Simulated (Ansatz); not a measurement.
InN:
Space group P6₃mc (No. 186); a = b = 3.5034 Å, c = 5.6635 Å, α = β = 90.00°, γ = 120.00°

```json
[
 {"atom": "In", "site": "2b", "symmetry": "3m.", "x": "0.6667", "y": "0.3333", "z": "0.0019"},
 {"atom": "N", "site": "2b", "symmetry": "3m.", "x": "0.3333", "y": "0.6667", "z": "0.1233"}
]
```

Relaxed at zero pressure with plane-wave PAW LDA (Ansatz code).

Problem. The volume is raised by 9 % and shape and atoms relax at that volume. What pressure results, and how do the axes share the change?

Solution. -10.3 GPa; a 2.9 %, b 2.9 %, c 3.0 %; the energy rises by 47 meV/atom.

Problem. Give the new structure.

Solution. 
Space group P6₃mc (No. 186); a = b = 3.603 Å, c = 5.835 Å, α = β = 90.00°, γ = 120.00°

| atom | site | symmetry | x | y | z |
|---|---|---|---|---|---|
| In | 2b | 3m. | 0.6667 | 0.3333 | 0.0018 |
| N | 2b | 3m. | 0.3333 | 0.6667 | 0.1234 |

The phase is kept; no other phase was compared at this pressure.

Space group P6_3mc (wurtzite). The LDA relaxation kept the symmetry of its start; of distortions, only those at the zone centre were tested.

Potentials: the later of the program's two PAW sets.
